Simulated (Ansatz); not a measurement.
# Si2Ni (Fm-3m) in Ansatz: convergence with wavefunction cutoff

Aim: find how far wavefunction cutoff must go before the results for Si2Ni settle, at PBE. This setting moves, with any that are tied to it; all else stays.

Everything below comes from runs of Ansatz 0.2.0. Logs are shortened: lines on timing, memory, paths and dates and some standing lists are left out, and cuts for length are marked.

### 1 The structure

The structure is cubic, space group Fm-3m (No. 225). The conventional cell has a = 5.406 Å, b = 5.406 Å, c = 5.406 Å, α = 90.00°, β = 90.00°, γ = 90.00°. Around Ni (site symmetry m-3m) lie 8 Si at 2.34 Å. Si (site symmetry -43m) has 4 Ni at 2.34 Å as nearest neighbours.

### 2 With wavefunction cutoff 400 eV

Input file input.yaml:

```yaml
crystal:
  lattice:
    - [0.0, 2.703, 2.703]
    - [2.703, 0.0, 2.703]
    - [2.703, 2.703, 0.0]
  atoms:
    - { symbol: Ni, position: [0.0, 0.0, 0.0], spin: 1.0 }
    - { symbol: Si, position: [0.75, 0.75, 0.75] }
    - { symbol: Si, position: [0.25, 0.25, 0.25] }
hamiltonian:
  xc: pbe
  pseudopotentials: { kind: paw, source: jth }
magnetization:
  spin_polarized: true
kpoints:
  mp_grid: { grid: [7, 7, 7] }
scf:
  occupations: { method: fermi_dirac, width: 0.05 }
output:
  forces: true
  stress: true
  eigenvalues: true
basis:
  ecutwfc: "400 eV"
```

Potentials or basis: JTH PAW.

The run is started by

```bash
$ ansatz run input.yaml --threads 2 --pin off --max-ram 5632MiB --backend cpu --events-out ev --progress --plain --runs-dir out
```

The log of the run:

```text
Warning: basis.ecutwfc = 400 eV is below the records' recommended 2400 eV, and the density's cutoff is lower with it unless basis.ecutrho_ratio is high enough to keep the records' density cutoff: compare with a run at a higher cutoff
Warning: the checks of this Ni dataset prove no rule for summing its radial tables, as where they were carried onto another mesh than they were made on, and Gregory's rule is taken, under which a leading mesh point left out moves its sums only by what lay on the interval it spanned. That does not make them correct, and they differ from Quantum ESPRESSO's on this file; a re-export a fraction of a mesh step off can move them. hamiltonian.pseudopotentials.radial_quadrature: simpson_from_first_knot sums it by `pw.x`'s rule; on a PAW file no value gives `pw.x`'s numbers. What more to know: hamiltonian.pseudopotentials.radial_quadrature, in the input reference
Warning: the checks of this Si dataset prove no rule for summing its radial tables, as where they were carried onto another mesh than they were made on, and Gregory's rule is taken, under which a leading mesh point left out moves its sums only by what lay on the interval it spanned. That does not make them correct, and they differ from Quantum ESPRESSO's on this file; a re-export a fraction of a mesh step off can move them. hamiltonian.pseudopotentials.radial_quadrature: simpson_from_first_knot sums it by `pw.x`'s rule; on a PAW file no value gives `pw.x`'s numbers. What more to know: hamiltonian.pseudopotentials.radial_quadrature, in the input reference
Warning: RAYON_NUM_THREADS=2 ignored (pool sized by the plan → 2); use --threads N
Engine: ansatz 0.2.0, x86_64-unknown-linux-gnu
Pseudopotentials: kind: paw
Pseudopotential: Ni, paw, valence charge 18, recommended cutoff 2400 eV (normal), Ni.paw.azcp
Pseudopotential: Si, paw, valence charge 4, recommended cutoff 390 eV (normal), Si.paw.azcp
Functional definition: PBE
  parameter kappa = 0.804
  parameter beta = 0.06672455060314922
  exchange = pbe_x(kappa = kappa, mu = beta*pi^2/3)
  correlation = pbe_c(beta = beta)
Crystal: 3 atoms, lattice volume = 39.497 Å³
Basis set: ecut = 400 eV, 725 PW (Γ), exchange–correlation on 64×64×64 points (8 copies of the dense FFT grid, shifted against one another)
Bands: 18, of which v1, the nominal top of the filled ones, is band 13 counted from 1 (12 counted from 0)
Symmetry: 48 space group operations
Space group: Fm-3m (ITA 225), of the structure as read, at distance tolerance 3.4e-5 Å
Magnetic group: BNS 225.116 (UNI 1618), of the structure as read, at distance tolerance 3.4e-5 Å
k-points: 20 of 343
Non-local potential: Ni, projectors of the file, l = 0: 2, l = 1: 2, l = 2: 2
Non-local potential: Si, projectors of the file, l = 0: 2, l = 1: 2
PAW form: soft (Blöchl's): semilocal exchange-correlation on the pseudo side does not see the compensation charge
PAW one-centre angular grid: Ni, 590 points (default); XC on 64 Gauss nodes
PAW one-centre angular grid: Si, 110 points (default); XC on 97 of its mesh's 825 points in the sphere
Initial density: superposition of atomic densities (chi_scale 0.1, normalization cell)
[... 30 lines left out ...]
E sigma→0 (E₀):  -7100.821525 eV
Entropy (-TS):   -0.006865 eV (-2.288 meV/atom)
Fermi energy:    13.568226 eV
--- Per-component energies (eV) ---
  E_band       = -340.346677
  E_kinetic    = 916.775756
  E_local      = -4598.934598  (includes V_loc(G=0)·N_el)
  E_nonlocal   = -160.068945
  E_hartree    = 1765.219661
  E_xc         = -321.095548
  E_vxc        = -341.543061  (∫ρ·V_xc dr)
  E_paw        = -2174.863341  (= ΣΔE_a)
  E_vpaw       = 312.987957  (= ΣTr[D̂ρ^β])
  E_aug_tail   = -0.002223  (compensation charges beyond the density's cutoff)
  E_ewald      = -2527.848854
  E_smearing   = -0.006865  (= −TS)
  E_closure    = -0.000000  (closes the sum)
  Σ components = -7100.824958   (vs F -7100.824958, Δ=0.00e0)
--- Forces (eV/Å), atoms counted from 1 ---
  atom   1  Ni    -0.00000000     0.00000000    -0.00000000
  atom   2  Si    -0.00000000    -0.00000000     0.00000000
  atom   3  Si    -0.00000000    -0.00000000     0.00000000
  max |Σ_I F_I| component: 9.25e-17 eV/Å
--- Stress (GPa, compression-positive) ---
        0.223878       0.000000      -0.000000
        0.000000       0.223878       0.000000
        0.000000       0.000000       0.223878
  P = ⅓ Tr σ = 0.2239 GPa (2.239 kbar)
--- Band table (eV; the first three rows and the last of 40) ---
  k-point 0 ↑: bands = ["-92.2812", "-52.1012", "-52.1012", "-52.1012", "-0.1859", "8.4785", "8.4785", "8.4785", "10.2629", "10.2629", "13.3595", "15.2853", "15.2853", "15.2853", "16.0225", "16.0225", "16.0225", "18.4007"]
  k-point 1 ↑: bands = ["-92.2808", "-52.0735", "-52.0735", "-51.9880", "0.1162", "7.9598", "8.6280", "8.6280", "10.2552", "10.2552", "12.6217", "14.3084", "14.4017", "14.4017", "16.6718", "16.6718", "17.7406", "17.9907"]
  k-point 2 ↑: bands = ["-92.2810", "-52.0789", "-52.0573", "-52.0573", "1.0061", "6.3385", "8.8481", "8.8481", "10.1855", "10.1855", "10.8419", "13.3035", "13.3035", "14.9302", "15.9466", "15.9466", "16.9222", "19.7303"]
  k-point 19 ↓: bands = ["-92.2809", "-52.0994", "-52.0831", "-52.0570", "4.5248", "4.5967", "6.5893", "7.6777", "9.8342", "9.9372", "10.2594", "10.6490", "11.2858", "14.9065", "16.6973", "18.3347", "19.7777", "21.1303"]
```

Run time: 0.69 s. Hardware: 2 threads of AMD EPYC 9R45 (Zen 5), shared host; peak memory 0.37 GiB.

Results:

* Free energy: -7100.8250 eV
* Pressure: 0.2 GPa
* Band gap on the k mesh: none (metal or under the smearing width)
* Net moment: 0.00 μB per cell
* Absolute moment: 0.00 μB per cell

### 3 With wavefunction cutoff 500 eV

input.yaml: that of step 2 with these lines changed.

```diff
@@ -23,2 +23,2 @@
 basis:
-  ecutwfc: "400 eV"
+  ecutwfc: "500 eV"
```

Potentials or basis: JTH PAW.

The run is started by

```bash
$ ansatz run input.yaml --threads 2 --pin off --max-ram 5632MiB --backend cpu --events-out ev --progress --plain --runs-dir out
```

It took 0.81 s on 2 threads of AMD EPYC 9R45 (Zen 5), shared host; peak memory 0.39 GiB.

What came out:

```
Free energy            : -7110.2555 eV
Pressure               : 3.6 GPa
Band gap on the k mesh : none (metal or under the smearing width)
Net moment             : 0.00 μB per cell
Absolute moment        : 0.00 μB per cell
```

### 4 With wavefunction cutoff 600 eV

input.yaml: that of step 3 with these lines changed.

```diff
@@ -23,2 +23,2 @@
 basis:
-  ecutwfc: "500 eV"
+  ecutwfc: "600 eV"
```

The run is started by

```bash
$ ansatz run input.yaml --threads 2 --pin off --max-ram 5632MiB --backend cpu --events-out ev --progress --plain --runs-dir out
```

Run time: 1.2 s. Hardware: 2 threads of AMD EPYC 9R45 (Zen 5), shared host; peak memory 0.42 GiB.

Results:

```yaml
Free_energy: -7111.0469 eV
Pressure: 3.4 GPa
Band_gap_on_the_k_mesh: none (metal or under the smearing width)
Net_moment: 0.00 μB per cell
Absolute_moment: 0.00 μB per cell
```

### 5 With wavefunction cutoff 700 eV

input.yaml: that of step 4 with these lines changed.

```diff
@@ -23,2 +23,2 @@
 basis:
-  ecutwfc: "600 eV"
+  ecutwfc: "700 eV"
```

The run is started by

```bash
$ ansatz run input.yaml --threads 2 --pin off --max-ram 5632MiB --backend cpu --events-out ev --progress --plain --runs-dir out
```

Run time: 1.4 s. Hardware: 2 threads of AMD EPYC 9R45 (Zen 5), shared host; peak memory 0.47 GiB.

Results:

| Quantity | Value |
| --- | --- |
| Free energy | -7111.0919 eV |
| Pressure | 3.3 GPa |
| Band gap on the k mesh | none (metal or under the smearing width) |
| Net moment | 0.00 μB per cell |
| Absolute moment | 0.00 μB per cell |

### 6 With wavefunction cutoff 850 eV

input.yaml: that of step 5 with these lines changed.

```diff
@@ -23,2 +23,2 @@
 basis:
-  ecutwfc: "700 eV"
+  ecutwfc: "850 eV"
```

Potentials or basis: JTH PAW.

The run is started by

```bash
$ ansatz run input.yaml --threads 2 --pin off --max-ram 5632MiB --backend cpu --events-out ev --progress --plain --runs-dir out
```

Run time: 1.6 s. Hardware: 2 threads of AMD EPYC 9R45 (Zen 5), shared host; peak memory 0.5 GiB.

Results (log left out):

- Free energy: -7111.3314 eV
- Pressure: 3.4 GPa
- Band gap on the k mesh: none (metal or under the smearing width)
- Net moment: 0.00 μB per cell
- Absolute moment: 0.00 μB per cell

### 7 With wavefunction cutoff 1000 eV

input.yaml: that of step 6 with these lines changed.

```diff
@@ -23,2 +23,2 @@
 basis:
-  ecutwfc: "850 eV"
+  ecutwfc: "1000 eV"
```

The run is started by

```bash
$ ansatz run input.yaml --threads 2 --pin off --max-ram 5632MiB --backend cpu --events-out ev --progress --plain --runs-dir out
```

It took 2.8 s on 2 threads of AMD EPYC 9R45 (Zen 5), shared host; peak memory 0.54 GiB.

The run converged. Its results:

* Free energy: -7111.4776 eV
* Pressure: 3.4 GPa
* Band gap on the k mesh: none (metal or under the smearing width)
* Net moment: 0.00 μB per cell
* Absolute moment: 0.00 μB per cell

### 8 With wavefunction cutoff 1200 eV

input.yaml: that of step 7 with these lines changed.

```diff
@@ -23,2 +23,2 @@
 basis:
-  ecutwfc: "1000 eV"
+  ecutwfc: "1200 eV"
```

The run is started by

```bash
$ ansatz run input.yaml --threads 2 --pin off --max-ram 5632MiB --backend cpu --events-out ev --progress --plain --runs-dir out
```

Wall time 2.2 s (2 threads of AMD EPYC 9R45 (Zen 5), shared host); peak memory 0.59 GiB.

Results (log left out):

```
Free energy            : -7111.5015 eV
Pressure               : 3.4 GPa
Band gap on the k mesh : none (metal or under the smearing width)
Net moment             : 0.00 μB per cell
Absolute moment        : 0.00 μB per cell
```

### 9 With wavefunction cutoff 1400 eV

input.yaml: that of step 8 with these lines changed.

```diff
@@ -23,2 +23,2 @@
 basis:
-  ecutwfc: "1200 eV"
+  ecutwfc: "1400 eV"
```

Potentials or basis: JTH PAW.

The run is started by

```bash
$ ansatz run input.yaml --threads 2 --pin off --max-ram 5632MiB --backend cpu --events-out ev --progress --plain --runs-dir out
```

Wall time 2.7 s (2 threads of AMD EPYC 9R45 (Zen 5), shared host); peak memory 0.68 GiB.

Results (log left out):

* Free energy: -7111.5104 eV
* Pressure: 3.4 GPa
* Band gap on the k mesh: none (metal or under the smearing width)
* Net moment: 0.00 μB per cell
* Absolute moment: 0.00 μB per cell

### 10 With wavefunction cutoff 1700 eV

input.yaml: that of step 9 with these lines changed.

```diff
@@ -23,2 +23,2 @@
 basis:
-  ecutwfc: "1400 eV"
+  ecutwfc: "1700 eV"
```

The run is started by

```bash
$ ansatz run input.yaml --threads 2 --pin off --max-ram 5632MiB --backend cpu --events-out ev --progress --plain --runs-dir out
```

Wall time 3.8 s (2 threads of AMD EPYC 9R45 (Zen 5), shared host); peak memory 0.79 GiB.

Results (log left out):

* Free energy: -7111.5249 eV
* Pressure: 3.4 GPa
* Band gap on the k mesh: none (metal or under the smearing width)
* Net moment: 0.00 μB per cell
* Absolute moment: 0.00 μB per cell

### 11 Result

```tsv
wavefunction cutoff	energy less the tightest run, at zero smearing (meV/atom)	pressure (GPa)	SCF cycles	CPU time (s)	peak memory (GiB)
400 eV	3566.64	0.22	13	1.2	0.37
500 eV	423.13	3.57	11	1.5	0.39
600 eV	159.34	3.35	13	2.2	0.42
700 eV	144.35	3.33	13	2.5	0.47
850 eV	64.49	3.36	13	3.1	0.5
1000 eV	15.78	3.40	13	4.5	0.54
1200 eV	7.81	3.41	13	4.2	0.59
1400 eV	4.82	3.40	13	5.2	0.68
1700 eV	0.00	3.41	13	7.2	0.79
```

Against the tightest run, the pressure stays within 0.1 GPa from 600 eV on. Not settled before the last step: the energy (to 1 meV/atom). The tightest run that finished is the yardstick and may itself not be fully converged.

Caveats: the starting moments weren't kept; the cutoff lies under the one recommended for these potentials.
